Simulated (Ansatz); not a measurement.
Method: DFT PBE, scalar-relativistic, plane waves, PAW (Ansatz 0.2.0). Settings: cutoff 420 eV, Γ-centred meshes spaced at most about 0.3 Å⁻¹, and about 0.25 Å⁻¹ or finer for metals (2π included), Gaussian smearing. No spin polarisation.

Temperature and zero-point effects are left out.

Compare these two cells of W5C, each relaxed at this level.

1.

```xyz
6
Lattice="2.8350 0.0000 0.0000 -1.4175 2.4552 0.0000 0.0000 0.0000 12.5828" Properties=species:S:1:pos:R:3 pbc="T T T"
W     1.4175    0.8184    1.4284
W     1.4175    0.8184   11.1544
W     0.0000    0.0000    8.7175
W     0.0000    0.0000    3.8653
W     0.0000    1.6368    6.2914
C     0.0000    0.0000    0.0000
```

2.

```xyz
6
Lattice="-3.2060 3.2060 2.1184 3.2060 -3.2060 2.1184 3.2060 3.2060 -2.1184" Properties=species:S:1:pos:R:3 pbc="T T T"
W     0.0000    0.0000    0.0000
W     3.9257    1.2318    0.0000
W     1.2318    2.4862    0.0000
W    -0.7198    1.9741    2.1184
W     1.9741    0.7198    2.1184
C     0.0000    0.0000    2.1184
```

Problem. Which form is favoured at zero pressure, and by what margin per atom?

Solution. Cell 2 is lower, by 107 meV/atom. Cell 1 has space group P-6m2 (No. 187), 14.6 Å³/atom and no gap on its mesh; cell 2 has space group I4/m (No. 87), 14.5 Å³/atom and no gap. Counting W atoms around C (those within 1.25 times the shortest such distance or 1.15 times the sum of covalent radii, 1.27 where that leaves under three), cell 1 and cell 2 both have C 6. Even the lower one lies +0.20 eV/atom against the reference forms of the elements (uncorrected), so neither is stable at this level. Both come from invented guesses. The lowest form computed isn't among them: it has space group I4/mmm (No. 139), 14.5 Å³/atom and lies 34 meV/atom below the best shown.

Spin–orbit coupling, which can matter for W, is left out. Cells relaxed within their symmetry can be saddle points. Some candidate types were left out of the draw beforehand, so a known form may be missing.
